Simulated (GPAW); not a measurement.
# LiF (Griceite): one start, several treatments of the self-energy

Wanted: the gap of LiF (Griceite) under several approximations, with cost.

Method: PBE and many-body steps on it, plane waves, in GPAW 26.7.0.

## (1) The starting structure

The structure is cubic, space group Fm-3m (No. 225). Conventional cell: a = 4.028 Å, b = 4.028 Å, c = 4.028 Å, α = 90.00°, β = 90.00°, γ = 90.00°. Nearest to Li lie 6 F at 2.01 Å. Nearest to F lie 6 Li at 2.01 Å. Farther neighbours and most contacts between anions are not listed.

Coordinates:

```cif
data_structure
_symmetry_space_group_name_H-M 'P 1'
_symmetry_Int_Tables_number 1
_cell_length_a 2.8482
_cell_length_b 2.8482
_cell_length_c 2.8482
_cell_angle_alpha 60.000
_cell_angle_beta 60.000
_cell_angle_gamma 60.000
_cell_volume 16.34
loop_
_atom_site_label
_atom_site_type_symbol
_atom_site_fract_x
_atom_site_fract_y
_atom_site_fract_z
_atom_site_occupancy
Li1 Li 0.00000 0.00000 0.00000 1
F2 F 0.50000 0.50000 0.50000 1
```

The cell and positions come from the Crystallography Open Database and are kept as given unless a step says otherwise.

## (2) Empty states on the mesh, 6×6×6 mesh, 61 bands

This step: GPAW 26.7.0; DFT, PBE, plane waves, PAW.

The sums over transitions need many empty states on a uniform mesh; this step solves for them.

File run.py:

```python
import json
import numpy as np
from gpaw.mpi import world
from gpaw import GPAW

calc = GPAW('gs.gpw').fixed_density(kpts={'size': (6, 6, 6), 'gamma': True},
    parallel={'domain': 1, 'band': 1},
    txt='nscf.txt')
calc.diagonalize_full_hamiltonian(nbands=61)
calc.write('full.gpw', mode='all')
res = {}
kpts = calc.get_ibz_k_points()
res['kpts'] = kpts
res['eigenvalues'] = [calc.get_eigenvalues(kpt=k) for k in range(len(kpts))]
res['n_electrons'] = calc.get_number_of_electrons()

if world.rank == 0:
    with open('result.json', 'w') as f:
        json.dump(res, f, default=lambda x: x.tolist())
```

Run with:

```
> mpirun -n 4 gpaw python run.py
```

Numbers of over 12 decimals in the logs are rounded to 6 here.

Output:

```text
Diagonalizing LCAO Hamiltonian
Converting LCAO to pw mode
convergence criteria:
- Maximum integral of absolute [eigenst]ate change: 4e-08 eV^2 / valence electron
maximum number of iterations: 100

SCF iterations
|iter     |     time |      energy | eigst |  dens |
|iter:   1|  |             | +2.03 |       |
|iter:   2|  |             | +0.43 |       |
|iter:   3|  |             | -2.05 |       |
|iter:   4|  |             | -4.47 |       |
|iter:   5|  |             | -6.36 |       |
|iter:   6|  |             | -7.91c|       |
SCF steps: 6
  __  _  _
 | _ |_)|_||  |
 |__||  | ||/\| - 26.7.0

Input parameters:
  mode=PW(ecut=600.0),
  convergence={'density': 1e-06, 'bands': -3},
  gpts=array([18, 18, 18]),
  kpts=MonkhorstPack(size=(6, 6, 6), gamma=True),
  maxiter=100,
  nbands=11,
  occupations=Occupations(name='fermi-dirac', width=0.001, fixmagmom=False),
  parallel={'domain': 1, 'band': 1},
  xc=XC(name='PBE')
Matrix size: 554x554
# Writing to full.gpw (mode='all')
  [... matrices ...]

timing:  # [seconds]
  Total: 1.275  # ━━━━━━━━━━━━━━━━━━━━━━━━━━━━━━━━━━━━━━━━━━━━━━━━━━━━━━━━━━━
```

It took 5.1 s on 4 MPI ranks of Arm Neoverse V1, shared host; peak memory 0.67 GiB; 20 s of CPU time.

Numbers from this step:

| Property | Result |
| --- | --- |
| gap | 9.070 eV |
| k of the valence top | 0, 0, 0 |
| k of the conduction bottom | 0, 0, 0 |
| least direct gap | 9.070 eV |
| k points computed | 16 |
| lowest point of the top converged band, above the valence top | 121.4282 eV |

On this mesh the gap is 9.070 eV.

## (3) G0W0, Godby-Needs plasmon pole

Now the one-shot GW correction: screening in the RPA, then the self-energy of the levels asked for.

This step: G0W0 with a vertex from the rALDA kernel on PBE, plane waves, PAW.

File run.py:

```python
import json
import numpy as np
from gpaw.mpi import world
from gpaw.response.g0w0 import G0W0

gw = G0W0('full.gpw',
    filename='gw',
    kpts=[0],
    bands=(2, 6),
    ecut=125,
    nbands=51,
    integrate_gamma='WS',
    ppa=True,
    xc='rALDA',
    fxc_mode=None,
    fxc_modes=['GWP', 'GWS', 'GWG'],
    do_GW_too=True)
gw.calculate()
res = {mode: {k: v for k, v in r.items() if k != 'sigma_eskwn'}
       for mode, r in gw.all_results.items()}

if world.rank == 0:
    with open('result.json', 'w') as f:
        json.dump(res, f, default=lambda x: x.tolist())
```

Run with:

```
> mpirun -n 4 gpaw python run.py
```

Output:

```text
Using integrator: PointIntegrator
FrequencyGridDescriptor(from 0.000+0.000j to 0.000+27.211j eV, 2 points)
Nonperiodic BCs:  [False False False]
Using integrator: PointIntegrator
FrequencyGridDescriptor(from 0.000+0.000j to 0.000+27.211j eV, 2 points)
Nonperiodic BCs:  [False False False]
  ___  _ _ _
 |   || | | |
 | | || | | |
 |__ ||_____|
 |___|

BZ k-points: Symmetries present (total): 48

  [... matrices ...]
216 k-points: 6 x 6 x 6 Monkhorst-Pack grid + [1/12,1/12,1/12]
16 k-points in the irreducible part of the Brillouin zone
       k-points in crystal coordinates                weights
   0:     0.00000000    0.00000000    0.00000000          1/216
   1:     0.16666667    0.16666667    0.00000000          6/216
   2:     0.16666667    0.16666667    0.16666667          8/216
   3:     0.33333333    0.16666667    0.16666667         12/216
   4:     0.33333333    0.33333333   -0.33333333         12/216
   5:     0.33333333    0.33333333    0.00000000          6/216
   6:     0.33333333    0.33333333    0.16666667         24/216
   7:     0.33333333    0.33333333    0.33333333          8/216
   8:     0.50000000    0.33333333   -0.33333333         24/216
   9:     0.50000000    0.33333333   -0.16666667         12/216
          ...
  15:     0.50000000    0.50000000    0.50000000          4/216

Distributing spins, k-points and bands (1 x 1 x 4) over 4 processes
Number of blocks: 1

Quasi particle states:
k-points (IBZ indices): [0]
Band range: (2, 6)
  [... matrices ...]
Computational parameters:
Plane wave cut-off: 125 eV
Number of bands: 51
Coulomb cutoff: None
Broadening: 0.1 eV

fxc modes: GW, GWG, GWP, GWS
Kernel: rALDA
Using Godby-Needs plasmon-pole approximation:
  Fitting energy: i*E0, E0 = 1.000 Hartree
Summing all q:

Calculating screened Coulomb potential
No Coulomb truncation
FrequencyGridDescriptor(from 0.000+0.000j to 0.000+27.211j eV, 2 points)
Removing empty qpoint cache files...

Calculating chi0 body with:
    Ground state adapter containing:
    Number of spins: 1
    Number of kpoints: 216
    Number of irreducible kpoints: 16
    Number of completely occupied states: 4
    Number of partially occupied states: 4
    Occupied states memory: 0.35595703125 M / cpu

    Linear response parametrization:
    q_c: [1.3877787807814457e-17, 1.3877787807814457e-17, 1.3877787807814457e-17]
    Number of frequency points: 2
    Planewave cutoff: 125.0
    Number of bands: 51
    Number of planewaves: 59
    Broadening (eta): 1e-06
    comm.size: 4
    kncomm.size: 4
    blockcomm.size: 1

    Memory estimate of potentially large arrays:
        chi0_wGG: 0.106232 M / cpu
Integrating chi0 body.

Symmetries of q_c:
    Direct symmetries (Uq -> q): 48
    Indirect symmetries (TUq -> q): 0
In total 48 allowed symmetries.

  [... matrices ...]
16 groups of equivalent kpoints. 92.592593% reduction.

Integral kind: response function
Integrating chi0 head and wings.

Symmetries of q_c:
    Direct symmetries (Uq -> q): 48
    Indirect symmetries (TUq -> q): 0
In total 48 allowed symmetries.

  [... matrices ...]
16 groups of equivalent kpoints. 92.592593% reduction.

Integral kind: response function wings
Calculating rALDA kernel at 125.0 eV cutoff
q point 0 complete
q point 1 complete
q point 2 complete
q point 3 complete
q point 4 complete
q point 5 complete
q point 6 complete
q point 7 complete
q point 8 complete
q point 9 complete
q point 10 complete
[... the further q-points ...]

Results:
f:      Occupation numbers
eps:     KS-eigenvalues [eV]
vxc:     KS vxc [eV]
exx:     Exact exchange [eV]
sigma:   Self-energies [eV]
dsigma:  Self-energy derivatives
Z:       Renormalization factors
qp:      QP-energies [eV]

k-point 0 (0): (0.000, 0.000, 0.000)                GWP
band       f     eps     vxc     exx   sigma  dsigma       Z      qp
                                                                  GWP
   2   1.000  -0.676 -24.228 -31.854   4.975  -0.233   0.811  -2.827
   3   1.000  -0.676 -24.228 -31.854   4.975  -0.233   0.811  -2.827
   4   0.000   8.393 -12.400  -7.509  -3.145  -0.130   0.885   9.939
   5   0.000  23.528  -9.361  -2.968  -4.022  -0.126   0.888  25.633
                                                                  GWS
   2   1.000  -0.676 -24.228 -31.854   4.560  -0.197   0.836  -3.238
   3   1.000  -0.676 -24.228 -31.854   4.560  -0.197   0.836  -3.238
[...]
GWG
[...]
GW
[...]
3   1.000  -0.676 -24.228 -31.854   4.640  -0.214   0.824  -3.136
   4   0.000   8.393 -12.400  -7.509  -3.004  -0.121   0.892  10.078
   5   0.000  23.528  -9.361  -2.968  -3.783  -0.144   0.874  25.809
```

The job ended after 38 s (4 MPI ranks; peak memory 1.1 GiB; 2.5 min of CPU time).

This step gave:

```yaml
gap_with_the_vertex_in_the_polarisability: 12.77 eV
gap_with_the_vertex_in_the_self_energy: 13.74 eV
gap_with_the_vertex_in_both: 13.32 eV
g0w0_gap_on_the_points_computed: 13.21 eV
least_direct_g0w0_gap_on_the_computed_points: 13.21 eV
z_at_the_valence_top: 0.8236
z_at_the_conduction_bottom: 0.8923
starting_gap_on_the_mesh: 9.070 eV
k_of_the_valence_top: 0, 0, 0
k_of_the_conduction_bottom: 0, 0, 0
```

The gap on the mesh goes from 9.07 eV to 13.21 eV, a correction of +4.14 eV.

## (4) G0W0 with rALDA vertex

run.py: that of step 3 with these lines changed.

```diff
@@ -9,4 +9,4 @@
     bands=(2, 6),
-    ecut=125,
-    nbands=51,
+    ecut=75,
+    nbands=24,
     integrate_gamma='WS',
@@ -14,5 +14,3 @@
     xc='rALDA',
-    fxc_mode=None,
-    fxc_modes=['GWP', 'GWS', 'GWG'],
-    do_GW_too=True)
+    fxc_mode='GWG')
 gw.calculate()
```

Run with:

```
> mpirun -n 4 gpaw python run.py
```

Output:

```text
Using integrator: PointIntegrator
FrequencyGridDescriptor(from 0.000+0.000j to 0.000+27.211j eV, 2 points)
Nonperiodic BCs:  [False False False]
Using integrator: PointIntegrator
FrequencyGridDescriptor(from 0.000+0.000j to 0.000+27.211j eV, 2 points)
Nonperiodic BCs:  [False False False]
  ___  _ _ _
 |   || | | |
 | | || | | |
 |__ ||_____|
 |___|

BZ k-points: Symmetries present (total): 48

  [... matrices ...]
216 k-points: 6 x 6 x 6 Monkhorst-Pack grid + [1/12,1/12,1/12]
16 k-points in the irreducible part of the Brillouin zone
       k-points in crystal coordinates                weights
   0:     0.00000000    0.00000000    0.00000000          1/216
   1:     0.16666667    0.16666667    0.00000000          6/216
   2:     0.16666667    0.16666667    0.16666667          8/216
[...]
9:     0.50000000    0.33333333   -0.16666667         12/216
          ...
  15:     0.50000000    0.50000000    0.50000000          4/216

Distributing spins, k-points and bands (1 x 1 x 4) over 4 processes
Number of blocks: 1

Quasi particle states:
k-points (IBZ indices): [0]
Band range: (2, 6)
  [... matrices ...]
Computational parameters:
Plane wave cut-off: 75 eV
Number of bands: 24
Coulomb cutoff: None
Broadening: 0.1 eV

fxc modes: GWG
Kernel: rALDA
Using Godby-Needs plasmon-pole approximation:
  Fitting energy: i*E0, E0 = 1.000 Hartree
Summing all q:

Calculating screened Coulomb potential
No Coulomb truncation
FrequencyGridDescriptor(from 0.000+0.000j to 0.000+27.211j eV, 2 points)
Removing empty qpoint cache files...

Calculating chi0 body with:
    Ground state adapter containing:
    Number of spins: 1
    Number of kpoints: 216
    Number of irreducible kpoints: 16
    Number of completely occupied states: 4
    Number of partially occupied states: 4
    Occupied states memory: 0.35595703125 M / cpu

    Linear response parametrization:
    q_c: [1.3877787807814457e-17, 1.3877787807814457e-17, 1.3877787807814457e-17]
    Number of frequency points: 2
    Planewave cutoff: 75.0
    Number of bands: 24
    Number of planewaves: 27
    Broadening (eta): 1e-06
    comm.size: 4
    kncomm.size: 4
    blockcomm.size: 1

    Memory estimate of potentially large arrays:
        chi0_wGG: 0.022247 M / cpu
Integrating chi0 body.

Symmetries of q_c:
    Direct symmetries (Uq -> q): 48
    Indirect symmetries (TUq -> q): 0
In total 48 allowed symmetries.

  [... matrices ...]
16 groups of equivalent kpoints. 92.592593% reduction.

Integral kind: response function
Integrating chi0 head and wings.

Symmetries of q_c:
    Direct symmetries (Uq -> q): 48
    Indirect symmetries (TUq -> q): 0
In total 48 allowed symmetries.

  [... matrices ...]
16 groups of equivalent kpoints. 92.592593% reduction.

Integral kind: response function wings
Calculating rALDA kernel at 75.0 eV cutoff
q point 0 complete
q point 1 complete
q point 2 complete
[...]
q point 9 complete
q point 10 complete
[... the further q-points ...]

Results:
f:      Occupation numbers
eps:     KS-eigenvalues [eV]
vxc:     KS vxc [eV]
exx:     Exact exchange [eV]
sigma:   Self-energies [eV]
dsigma:  Self-energy derivatives
Z:       Renormalization factors
qp:      QP-energies [eV]

k-point 0 (0): (0.000, 0.000, 0.000)                GWG
band       f     eps     vxc     exx   sigma  dsigma       Z      qp
                                                                  GWG
   2   1.000  -0.676 -24.228 -31.854   4.836  -0.206   0.829  -2.989
   3   1.000  -0.676 -24.228 -31.854   4.836  -0.206   0.829  -2.989
   4   0.000   8.393 -12.400  -7.509  -2.644  -0.109   0.902  10.421
   5   0.000  23.528  -9.361  -2.968  -3.271  -0.128   0.887  26.296
```

The job ended after 15 s (4 MPI ranks; peak memory 0.81 GiB).

Numbers from this step:

```
quasiparticle gap on the points computed              : 13.41 eV
least direct quasiparticle gap on the computed points : 13.41 eV
Z at the valence top                                  : 0.8290
Z at the conduction bottom                            : 0.9020
starting gap on the mesh                              : 9.070 eV
k of the valence top                                  : 0, 0, 0
k of the conduction bottom                            : 0, 0, 0
```

Against G0W0 in GPAW (6×6×6 mesh, 51 bands, screening to 125 eV, Godby-Needs plasmon pole), the gap moves by +0.197 eV.

## (5) The runs together

Times are wall times on 4 MPI ranks of Arm Neoverse V1, shared host, good to a factor of about two.

```csv
run,mesh,bands,screening cutoff (eV),DFT gap (eV),gap on the mesh (eV),direct (eV),time
"G0W0, Godby-Needs plasmon pole",6×6×6,51,125,9.070,13.213,13.213,38 s
G0W0 with rALDA vertex,6×6×6,24,75,9.070,13.410,13.410,15 s
```

## (6) Results

* G0W0, Godby-Needs plasmon pole: 13.213 eV
* G0W0 with rALDA vertex: 13.410 eV
* known limits: not at the basis limit

**Reading.** G0W0 with rALDA vertex: +0.197 eV against G0W0, Godby-Needs plasmon pole, at other bands or cutoff, so not like for like. With the rALDA kernel as a vertex the gap is 12.77 eV (in the polarisability), 13.74 eV (in the self-energy) and 13.32 eV (in both), against 13.21 eV without. Bands and cutoff are finite, so the gap is not at the basis limit. The miss can reach some tenths of an eV and take either sign; the mesh is an error of its own. These stock PAW sets were not made for GW. In the G0W0 runs levels were corrected at 1 k point alone, so a gap called «on the mesh» is the least over those, and an edge elsewhere would be missed.

[Paths, hosts, dates, memory and timing lines, banners, echoed tables and standing remarks are left out of the program output.]

[Logs are printed without paths, hosts, clocks, repeated set-up lines and the standing remarks that a program may print on its own settings, such as how far it seeks lower states.]

[Runs of the session that timed out or met a known fault of the program may be left out.]

[Hosts, paths, dates, database ids (printed as entryN), source tags and the programs' standing remarks are cut or masked in the printed files.]
